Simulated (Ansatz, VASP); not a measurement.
# TaN (TaN strained to the junction's net) in two plane-wave programs

Aim: how closely do two programs agree when they are given the same cell, functional and k mesh? The cell is generated by rule, not measured, and may not be a known phase. The structure shown is the end of the Ansatz relaxation below.

Main program and level: Ansatz 0.2.0; plane waves, with VASP 6.6.1 beside it; single point at PBE with D3(BJ).

### Step 1. Set-up

The structure is trigonal, space group R-3m (No. 166). Conventional cell: a = 3.170 Å, b = 3.170 Å, c = 7.384 Å, α = 90.00°, β = 90.00°, γ = 120.00°. Nearest to Ta lie 6 N at 2.21 Å. Nearest to N lie 6 Ta at 2.21 Å. Farther neighbours and most contacts between anions are not listed.

Coordinates:

```
Ta N
1.0
     3.17000    0.00000    0.00000
    -1.58500    2.74530    0.00000
     0.00000    0.00000    7.38383
Ta N
3 3
Direct
  0.00000 0.00000 0.00000
  0.66667 0.33333 0.33333
  0.33333 0.66667 0.66667
  0.33333 0.66667 0.16667
  0.00000 0.00000 0.50000
  0.66667 0.33333 0.83333
```

### Step 2. Ansatz: relaxation, PBE with D3(BJ)

Ansatz runs on its default PAW (the set named soft_2) files.

This run makes the geometry at which the two programs are then compared.

File input.yaml:

```yaml
crystal:
  lattice:
    - [3.17, 0.0, 0.0]
    - [-1.585, 2.74530053, 0.0]
    - [0.0, 0.0, 7.5792120288]
  atoms:
    - { symbol: Ta, position: [0.0, 0.0, 0.0] }
    - { symbol: "N", position: [0.3333333333, 0.6666666667, 0.1666666667] }
    - { symbol: Ta, position: [0.6666666667, 0.3333333333, 0.3333333333] }
    - { symbol: "N", position: [0.0, 0.0, 0.5] }
    - { symbol: Ta, position: [0.3333333333, 0.6666666667, 0.6666666667] }
    - { symbol: "N", position: [0.6666666667, 0.3333333333, 0.8333333333] }
kpoints:
  mp_grid: { grid: [12, 12, 4] }
scf:
  occupations: { method: fermi_dirac, width: 0.1 }
  max_iter: 150
hamiltonian:
  xc: pbe
  dispersion: d3bj
relax:
  f_tol: 0.01
  max_steps: 40
  cell: { fix: [a, b, angles] }
```

Command:

```
$ ansatz run input.yaml --threads 8 --pin off --max-ram 20480MiB --backend cpu --events-out ev --progress --plain --runs-dir out
```

Numbers of over 12 decimals in the logs are rounded to 6 here.

The log of the run:

```text
Engine: ansatz 0.2.0, aarch64-unknown-linux-gnu
Pseudopotentials: kind: paw
Pseudopotential: Ta, paw, valence charge 13, recommended cutoff 420 eV (normal), Ta.paw.azcp
Pseudopotential: N, paw, valence charge 5, recommended cutoff 420 eV (normal), N.paw.azcp
Functional definition: PBE
  parameter kappa = 0.804
  parameter beta = 0.066725
  exchange = pbe_x(kappa = kappa, mu = beta*pi^2/3)
  correlation = pbe_c(beta = beta)
Crystal: 6 atoms, lattice volume = 65.959 Å³
Basis set: ecut = 420 eV, 1273 PW (Γ), exchange–correlation on 48×48×108 points (8 copies of the dense FFT grid, shifted against one another)
Bands: 33, of which v1, the nominal top of the filled ones, is band 27 counted from 1 (26 counted from 0)
Symmetry: 36 space group operations
Space group: R-3m (ITA 166), of the structure as read, at distance tolerance 4.0e-5 Å
k-points: 69 of 576
Non-local potential: Ta, projectors of the file, l = 0: 3, l = 1: 2, l = 2: 2, l = 3: 1
Non-local potential: N, projectors of the file, l = 0: 2, l = 1: 2, l = 2: 1
PAW form: soft (Blöchl's): semilocal exchange-correlation on the pseudo side does not see the compensation charge
PAW one-centre angular grid: Ta, 590 points (default); XC on 64 Gauss nodes
PAW one-centre angular grid: N, 110 points (default); XC on 64 Gauss nodes
Initial density: superposition of atomic densities (neutral atoms: chi_scale 0, normalization atom), corrected by the library's trained network
Initial wavefunctions: pseudopotential atomic-orbital guess
Functional: x = pbe(κ = 0.804, μ = 0.219515), c = pbe(β = 0.066725)
SCF iter   1: F=—  HF=-30956.501270 eV  |F-HF|=—  |Δ(HF+E_count)|=         —  Δρ=1.81e-3  dr2=7.15e-4  ethr=1.77e-3  ⟨swp⟩=5.4  Hψ=20043  notcnv=0  defer=16
automatic band count: the SCF goes on with 39 bands, as 33 were too few: the levels above may hold too much charge
preconditioner: auto → Kerker (q_TF=auto, 2.639 Å⁻¹)  [metal: Δε(μ)=0.021 eV  Ē_g=10.696 eV  σ=0.100 eV  W_gap=0.05  n_scr=24 (ndim 8)  ℏωp=25.0 eV  f_vac=0.000  D(μ)=2.45/eV (n_scr^D=24)]
SCF iter   2: F=—  HF=-30956.501358 eV  |F-HF|=—  |Δ(HF+E_count)|=   8.82e-5  Δρ=1.07e-3  dr2=2.74e-4  ethr=1.32e-6  ⟨swp⟩=2.0  Hψ=5122  notcnv=0  defer=14
SCF iter   3: F=—  HF=-30956.501712 eV  |F-HF|=—  |Δ(HF+E_count)|=   3.54e-4  Δρ=1.66e-4  dr2=1.51e-5  ethr=5.08e-7  ⟨swp⟩=2.0  Hψ=3458  notcnv=0  defer=14
SCF iter   4: F=—  HF=-30956.501750 eV  |F-HF|=—  |Δ(HF+E_count)|=   3.80e-5  Δρ=7.26e-5  dr2=2.13e-6  ethr=2.79e-8  ⟨swp⟩=2.6  Hψ=3687  notcnv=0  defer=14
iter 5 did not close the SCF: its close was put off for the readings that it lacked (scf_convergence_deferred on its scf_iter line)
SCF iter   5: F=-30956.501750 eV  HF=-30956.501750 eV  |F-HF|=1.21e-8  |Δ(HF+E_count)|=   5.99e-7  Δρ=9.13e-6  dr2=2.85e-8  ethr=3.94e-9  ⟨swp⟩=3.0  Hψ=4954  notcnv=0  defer=14
SCF iter   6: F=-30956.501750 eV  HF=-30956.501750 eV  |F-HF|=2.44e-10  |Δ(HF+E_count)|=   1.58e-8  Δρ=1.15e-6  dr2=4.32e-10  ethr=5.27e-11  ⟨swp⟩=2.1  Hψ=8079  notcnv=0
SCF 1 converged in 6 iterations: F = -30956.501750 eV  dr2 = 4.32e-10
  greatest PAW one-centre occupation: 0.999 electrons in one spin orbital (limit 2), on the Ta atom at site 4 (counted from 0), in its partial waves of l = 0
relax step   1: F+E_penalty+E_count = -30956.50175038 eV  Δ(F+E_penalty+E_count) = +0.000e0 eV  max|allowed force component| = 4.797e-27 eV/Å  Δτ_max = 0.0000 Å  P = -13.244 GPa  Ω = 65.959 Å³  fix = [a, b, alpha, beta, gamma]  reactions: a -14.220, b -14.220 GPa  (6 SCF iters, dr2 threshold 1.00e-7 eV, accepted)
[...]
relax step   5: F+E_penalty+E_count = -30956.56318514 eV  Δ(F+E_penalty+E_count) = +4.047e-3 eV  max|allowed force component| = 5.141e-26 eV/Å  Δτ_max = 0.0000 Å  P = -5.302 GPa  Ω = 64.287 Å³  fix = [a, b, alpha, beta, gamma]  reactions: a -7.853, b -7.853 GPa  stress off target by 2.01e-1 GPa on what of the cell is left free  SCF on the basis re-selected at this cell (its energy is not comparable with the rows above)  (9 SCF iters)
[...]
relax step   6: F+E_penalty+E_count = -30956.56328877 eV  Δ(F+E_penalty+E_count) = -1.036e-4 eV  max|allowed force component| = 1.367e-26 eV/Å  Δτ_max = 0.0000 Å  P = -5.158 GPa  Ω = 64.259 Å³  energy of the carried Pulay correction = +8.616e-5 eV  fix = [a, b, alpha, beta, gamma]  reactions: a -7.737, b -7.737 GPa  (6 SCF iters, dr2 threshold 1.01e-7 eV, accepted)
[...]
relax step   7: F+E_penalty+E_count = -30956.56321117 eV  Δ(F+E_penalty+E_count) = +7.761e-5 eV  max|allowed force component| = 5.306e-26 eV/Å  Δτ_max = 0.0000 Å  P = -5.159 GPa  Ω = 64.259 Å³  fix = [a, b, alpha, beta, gamma]  reactions: a -7.737, b -7.737 GPa  stress off target by 2.03e-3 GPa on what of the cell is left free  SCF on the basis re-selected at this cell (its energy is not comparable with the rows above)  (7 SCF iters)
basis re-selected at this cell: Δ(F+E_penalty+E_count) = +7.761e-5 eV, ΔP = -0.001 GPa vs the last step (what re-selecting the basis moved, of the pressure what is left beyond the Pulay correction that the steps carried, after the strain that the cell walked since its last selection, with what the two solves' SCF thresholds leave and, on support functions, any second-order correction that the steps lacked; it is no m [...]
SCF converged after 7 iterations
Free energy (F): -30956.563211 eV
Harris-Foulkes:  -30956.563211 eV  (|F-HF|=7.28e-12)
Internal energy: -30956.480661 eV  (E = F + TS)
E sigma→0 (E₀):  -30956.521936 eV
Entropy (-TS):   -0.082550 eV (-13.758 meV/atom)
Fermi energy:    21.526985 eV
--- Per-component energies (eV) ---
  E_band       = -140.724270
  E_kinetic    = 1502.516120
  E_local      = -1763.873597  (includes V_loc(G=0)·N_el)
  E_nonlocal   = 179.762199
  E_hartree    = 593.318305
  E_xc         = -840.260198
  E_vxc        = -847.786759  (∫ρ·V_xc dr)
  E_paw        = -25572.863303  (= ΣΔE_a)
  E_vpaw       = -397.979491  (= ΣTr[D̂ρ^β])
  E_aug_tail   = 0.000647  (compensation charges beyond the density's cutoff)
  E_ewald      = -5052.267452
  E_disp       = -2.813383  (pairwise vdW)
  E_smearing   = -0.082550  (= −TS)
  E_closure    = -0.000000  (closes the sum)
  Σ components = -30956.563211   (vs F -30956.563211, Δ=0.00e0)
--- Forces (eV/Å), atoms counted from 1 ---
  atom   1  Ta     0.00000000     0.00000000     0.00000000
  atom   2  N      0.00000000     0.00000000     0.00000000
  atom   3  Ta     0.00000000     0.00000000    -0.00000000
  atom   4  N     -0.00000000     0.00000000     0.00000000
  atom   5  Ta     0.00000000     0.00000000     0.00000000
  atom   6  N      0.00000000     0.00000000     0.00000000
  max |Σ_I F_I| component: 5.10e-26 eV/Å
--- Stress (GPa, compression-positive) ---
       -7.736992      -0.000000       0.000000
        0.000000      -7.736992       0.000000
        0.000000       0.000000      -0.002026
  P = ⅓ Tr σ = -5.1587 GPa (-51.587 kbar)
--- Relaxed structure (5 steps of the walk, 5 accepted, 2 SCFs on fresh bases) ---
  F+E_penalty+E_count = -30956.56321117 eV   max|allowed force component| = 5.306e-26 eV/Å   (the final SCF, on the basis selected at the relaxed cell)
  cell:  # Å, volume = 64.2586 Å³
    - [3.170000, 0, 0]
    - [-1.585000, 2.745301, 0]
    - [0, 0, 7.383832]
  atoms:
    - { symbol: Ta, position: [0, 0, 0] }
    - { symbol: N, position: [0.333333, 0.666667, 0.166667] }
    - { symbol: Ta, position: [0.666667, 0.333333, 0.333333] }
    - { symbol: N, position: [0, 0, 0.5] }
    - { symbol: Ta, position: [0.333333, 0.666667, 0.666667] }
    - { symbol: N, position: [0.666667, 0.333333, 0.833333] }
```

### Step 3. VASP: single point, PBE with D3(BJ)

The same cell, functional, mesh and smearing now go to VASP, with its own data sets.

Lines of VASP's logs that name or quote its potential files are left out, and so is its time.

File INCAR:

```
SYSTEM = TaN
PREC = Accurate
ENCUT = 600
EDIFF = 1E-06
NELM = 120
ISMEAR = -1
SIGMA = 0.1
LREAL = .FALSE.
ALGO = Normal
GGA = PE
IVDW = 12
NBANDS = 30
LASPH = .TRUE.
LORBIT = 11
LWAVE = .FALSE.
LCHARG = .FALSE.
ISIF = 2
GGA_COMPAT = .FALSE.
KPAR = 2
```

File POSCAR:

```
TaN
1.0
    3.1700000000      0.0000000000      0.0000000000
   -1.5850000000      2.7453005300      0.0000000000
    0.0000000000      0.0000000000      7.3838324343
Ta N
3 3
Direct
    0.0000000000      0.0000000000      0.0000000000
    0.6666666667      0.3333333333      0.3333333333
    0.3333333333      0.6666666667      0.6666666667
    0.3333333333      0.6666666667      0.1666666667
    0.0000000000      0.0000000000      0.5000000000
    0.6666666667      0.3333333333      0.8333333333
```

File KPOINTS:

```
Automatic mesh
0
Gamma
12 12 4
0 0 0
```

PAW data sets: Ta_pv and N (PBE family, release 64).

Command:

```
$ mpirun -np 2 vasp_std
```

The log of the run:

```text
[banner, memory and clock lines left out]
running    2 mpi-ranks, on    1 nodes
 distrk:  each k-point on    1 cores,    2 groups
 distr:  one band on    1 cores,    1 groups

 POSCAR found type information on POSCAR TaN
 POSCAR found :  2 types and       6 ions
 LDA part: xc-table for (Slater+PW92), standard interpolation
 POSCAR, INCAR and KPOINTS ok, starting setup
 FFT: planning ... GRIDC
 FFT: planning ... GRID_SOFT
 FFT: planning ... GRID
 WAVECAR not read
 entering main loop
       N       E                     dE             d eps       ncg     rms          rms(c)
DAV:   1     0.483175891347E+03    0.48318E+03   -0.28894E+04  4140   0.189E+03
DAV:   2    -0.420558149275E+02   -0.52523E+03   -0.50846E+03  4736   0.522E+02
DAV:   3    -0.737329385891E+02   -0.31677E+02   -0.30838E+02  5172   0.121E+02
DAV:   4    -0.745566838932E+02   -0.82375E+00   -0.80337E+00  5404   0.169E+01
DAV:   5    -0.745738970135E+02   -0.17213E-01   -0.17147E-01  5286   0.183E+00    0.410E+01
DAV:   6    -0.657412138833E+02    0.88327E+01   -0.52456E+01  5288   0.406E+01    0.183E+01
DAV:   7    -0.655431748156E+02    0.19804E+00   -0.24791E+00  4986   0.889E+00    0.936E+00
DAV:   8    -0.654926433324E+02    0.50531E-01   -0.25396E-01  4950   0.345E+00    0.773E-01
DAV:   9    -0.654821165467E+02    0.10527E-01   -0.56455E-02  5094   0.113E+00    0.218E-01
DAV:  10    -0.654821845422E+02   -0.67996E-04   -0.49113E-03  5366   0.525E-01    0.106E-01
DAV:  11    -0.654819386837E+02    0.24586E-03   -0.84848E-04  5178   0.168E-01    0.253E-02
DAV:  12    -0.654819356834E+02    0.30003E-05   -0.95717E-05  5436   0.547E-02    0.474E-03
DAV:  13    -0.654819354074E+02    0.27599E-06   -0.18752E-06  3492   0.772E-03
   1 F= -.68294460E+02 E0= -.68253019E+02  d E =-.828822E-01
```

OUTCAR, selected parts (step 3):

```text
ion  position               nearest neighbor table
   1  0.000  0.000  0.000-   4 2.21   6 2.21   6 2.21   4 2.21   6 2.21   4 2.21   2 3.07   3 3.07
                             3 3.07   2 3.07   2 3.07   3 3.07
   2  0.667  0.333  0.333-   4 2.21   4 2.21   5 2.21   4 2.21   5 2.21   5 2.21   1 3.07   1 3.07
                             1 3.07   3 3.07   3 3.07   3 3.07
   3  0.333  0.667  0.667-   6 2.21   6 2.21   5 2.21   6 2.21   5 2.21   5 2.21   1 3.07   1 3.07
                             1 3.07   2 3.07   2 3.07   2 3.07
   4  0.333  0.667  0.167-   2 2.21   2 2.21   1 2.21   2 2.21   1 2.21   1 2.21
   5  0.000  0.000  0.500-   2 2.21   3 2.21   2 2.21   3 2.21   2 2.21   3 2.21
   6  0.667  0.333  0.833-   3 2.21   3 2.21   1 2.21   3 2.21   1 2.21   1 2.21

  LATTYP: Found a hexagonal cell.
 ALAT       =     3.1700000000
 C/A-ratio  =     2.3292846796

 Subroutine GETGRP returns: Found 12 space group operations
 (whereof 12 operations were pure point group operations)

The static configuration has the point symmetry D_3d.

 Found     69 irreducible k-points:

   k-points           NKPTS =     69   k-points in BZ     NKDIM =     69   number of bands    NBANDS=     30

   dimension x,y,z NGX =    28 NGY =   28 NGZ =   60
   dimension x,y,z NGXF=    56 NGYF=   56 NGZF=  120

   ENCUT  =  600.0 eV  44.10 Ry    6.64 a.u.   6.33  6.33 14.75*2*pi/ulx,y,z

   NELECT =      48.0000    total number of electrons

 k-points in reciprocal lattice and weights: Automatic mesh
   0.00000000  0.00000000  0.00000000       0.002
   0.08333333  0.00000000  0.00000000       0.010
   0.16666667 -0.00000000  0.00000000       0.010
   0.25000000  0.00000000  0.00000000       0.010
   0.33333333 -0.00000000  0.00000000       0.010
   0.41666667 -0.00000000  0.00000000       0.010
   0.50000000  0.00000000  0.00000000       0.005
   0.08333333  0.08333333  0.00000000       0.010
   0.16666667  0.08333333  0.00000000       0.021
[...]
0.33333333  0.25000000  0.50000000       0.021
   0.33333333  0.33333333  0.50000000       0.003

 average (electrostatic) potential at core
       1 -34.9377       2 -34.9377       3 -34.9377       4 -61.3023       5 -61.3023
       6 -61.3023

 E-fermi :   9.4515

 k-point     1 :       0.0000    0.0000    0.0000
  band No.  band energies     occupation
    ...
     22       7.0904      2.00000
     23       7.0904      2.00000
     24       7.8580      2.00000
     25       9.4363      1.07586
     26       9.4363      1.07586
     27       9.5626      0.49550
     28       9.5626      0.49534
     29      10.1117      0.00271
     30      10.1117      0.00271

 k-point     2 :       0.0833    0.0000    0.0000
  band No.  band energies     occupation
    ...
     22       7.3345      2.00000
     23       7.5103      2.00000
     24       8.1421      2.00000
     25       8.5203      1.99982
     26       9.1555      1.90145
     27       9.6649      0.21171
     28       9.8815      0.02679
     29      10.2862      0.00047
     30      10.6302      0.00002

 k-point     3 :       0.1667   -0.0000    0.0000
  band No.  band energies     occupation
    ...
     23       7.5267      2.00000
     24       8.2943      1.99998
     25       8.8193      1.99641
     26       9.3544      1.45053
     27       9.5210      0.66612
     28      10.7257      0.00001
     29      11.4440      0.00000
     30      11.4611      0.00000

 Edisp (eV)   -2.81252

  Total      -2.81753    -2.81753     0.27239     0.00000     0.00000     0.00000
  in kB     -70.25019   -70.25019     6.79147     0.00000     0.00000     0.00000
  external pressure =      -44.57 kB  Pullay stress =        0.00 kB

  energy-cutoff  :      600.00
  volume of cell :       64.26
      direct lattice vectors                 reciprocal lattice vectors
     3.170000000  0.000000000  0.000000000     0.315457413  0.182129422  0.000000000
    -1.585000000  2.745300530  0.000000000     0.000000000  0.364258845  0.000000000
     0.000000000  0.000000000  7.383832434     0.000000000  0.000000000  0.135431026

 POSITION                                       TOTAL-FORCE (eV/Angst)
 -----------------------------------------------------------------------------------
      0.00000      0.00000      0.00000         0.000000      0.000000      0.000000
      1.58500      0.91510      2.46128        -0.000000      0.000000      0.000000
     -0.00000      1.83020      4.92255        -0.000000      0.000000      0.000000
     -0.00000      1.83020      1.23064        -0.000000      0.000000      0.000000
      0.00000      0.00000      3.69192         0.000000      0.000000      0.000000
      1.58500      0.91510      6.15319        -0.000000     -0.000000     -0.000000
 -----------------------------------------------------------------------------------
    total drift:                               -0.000000      0.000000      0.000000

  FREE ENERGIE OF THE ION-ELECTRON SYSTEM (eV)
  ---------------------------------------------------
  free  energy   TOTEN  =       -68.2944599897 eV

  energy  without entropy=      -68.2115777966  energy(sigma->0) =      -68.25301889

 total charge
# of ion       s       p       d       tot
------------------------------------------
    1        0.273   6.217   2.438   8.927
    2        0.273   6.217   2.438   8.927
    3        0.273   6.217   2.438   8.927
    4        1.226   2.527   0.000   3.753
    5        1.226   2.527   0.000   3.753
    6        1.226   2.527   0.000   3.753
--------------------------------------------------
tot          4.498  26.231   7.313  38.042

[... 3 further parts left out ...]
```

The run ends at a pressure of -4.46 GPa.

### Step 4. Comparison

Known differences besides the potentials themselves: the data sets hold 54 valence electrons in Ansatz (on its default PAW (the set named soft_2) files) and 48 in VASP; the cutoff is 420 eV in Ansatz and 600 eV in VASP; Ansatz's pressure holds a Pulay correction, VASP's none. Total energies have different zeros and are not compared.

The two programs side by side:

```tsv
quantity	Ansatz	VASP	difference
pressure (GPa)	-5.16	-4.46	-0.70
```

### Step 5. What came out

* difference in pressure (single point, PBE with D3(BJ)): -0.70 GPa

The difference in pressure is -0.70 GPa (single point, PBE with D3(BJ)), within the 1 GPa picked in this series as the mark of a large difference. The data sets hold unlike numbers of valence electrons (54 in Ansatz and 48 in VASP), so part of the differences comes from the potentials. Such differences can come from data sets, numerical settings and the points named under the comparisons, not from the functional's error against experiment.

[Lines on the potential files, build, host, timing and source positions are cut from VASP's logs without a mark.]

[Logs are printed without paths, hosts, clocks, repeated set-up lines and the standing remarks that a program may print on its own settings, such as how far it seeks lower states.]

[Hosts, paths, dates, database ids (printed as entryN), source tags and the programs' standing remarks are cut or masked in the printed files.]
